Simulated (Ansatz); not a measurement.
Al₃Cu₂: hydrostatic pressure series

The calculation used DFT r2SCAN, scalar-relativistic, plane waves, PAW (Ansatz). Run with 500 eV cutoff, 12×12×8 k-mesh, Gaussian smearing of 0.10 eV, no spin polarisation.

Reference structure (relaxed):

```
Al Cu
1.0
     4.10181    0.00000    0.00000
    -2.05091    3.55227    0.00000
     0.00000    0.00000    4.98986
Al Cu
3 2
Direct
  0.00000 0.00000 0.00000
  0.33333 0.66667 0.35017
  0.66667 0.33333 0.64983
  0.33333 0.66667 0.84017
  0.66667 0.33333 0.15983
```

Cell and atoms are relaxed at each pressure within the symmetry of the start, at zero temperature, so transitions that lower the symmetry aren't seen. The k-mesh given is that at zero pressure and may differ at others. a, b and c are the lengths of the cell vectors above.

```csv
P (GPa),V (Å³/atom),V/V0,a (Å),b (Å),c (Å)
-1,14.67,1.009,4.114,4.114,5.004
0,14.54,1.000,4.102,4.102,4.990
1,14.41,0.991,4.090,4.090,4.976
4,14.09,0.969,4.058,4.058,4.939
12,13.36,0.919,3.986,3.986,4.855
25,12.49,0.859,3.896,3.896,4.749
50,11.35,0.780,3.772,3.772,4.604
90,10.18,0.700,3.636,3.636,4.447
```

**Question.** What bulk modulus and pressure derivative fit these points?

**Answer.** A third-order Birch–Murnaghan fit gives B0 = 119 GPa and B0' = 4.2.

**Question.** Which cell vector or vectors give way most up to 90 GPa?

**Answer.** a and b: the changes are a -11.4 %, b -11.4 %, c -10.9 %.